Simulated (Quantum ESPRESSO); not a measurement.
# WC (Qusongite) under changes of volume

One of the cells (10.376 Å³/atom); the others are scaled copies at fixed shape and fractional positions:

```
W C
1.0
     2.90650    0.00000    0.00000
    -1.45325    2.51710    0.00000
     0.00000    0.00000    2.83660
W C
1 1
Cartesian
  0.0000 0.0000 0.0000
  1.4533 0.8390 1.4183
```

| Item | Value |
| --- | --- |
| Program | Quantum ESPRESSO 7.5 |
| Functional | PBE |
| Potentials or basis | SSSP 1.3 efficiency PBE |
| Cutoff | 748 eV |
| Density cutoff | 5987 eV |
| k mesh | 10 × 10 × 9 |
| Occupations | fermi-dirac, width 0.05 eV |
| Spin | no spin polarisation |

```csv
volume (Å³/atom),energy over the lowest point (meV/atom),pressure (GPa)
9.754,82.63,35.7
9.961,43.28,24.9
10.169,17.25,15.2
10.376,3.23,6.4
10.584,0.00,-1.5
10.791,?,?
10.999,21.79,-15.1
```

Problem. What does the run at 10.791 Å³/atom give?

Solution. Energy over the lowest point 6.51 meV/atom; pressure -8.6 GPa.

Worked out: A Birch-Murnaghan fit of order 3 (a polynomial in V^(-2/3)) to the other rows has its minimum at 10.55 Å³/atom with B0 = V·E''(V) = 389 GPa and B' = 4.4 at fixed shape and positions, which overstates the stiffness. It gives 6.50 meV/atom at 10.791 Å³/atom, against the run's 6.51, and -dE/dV = -8.5 GPa, against -8.6.

Energies are extrapolated to zero smearing.
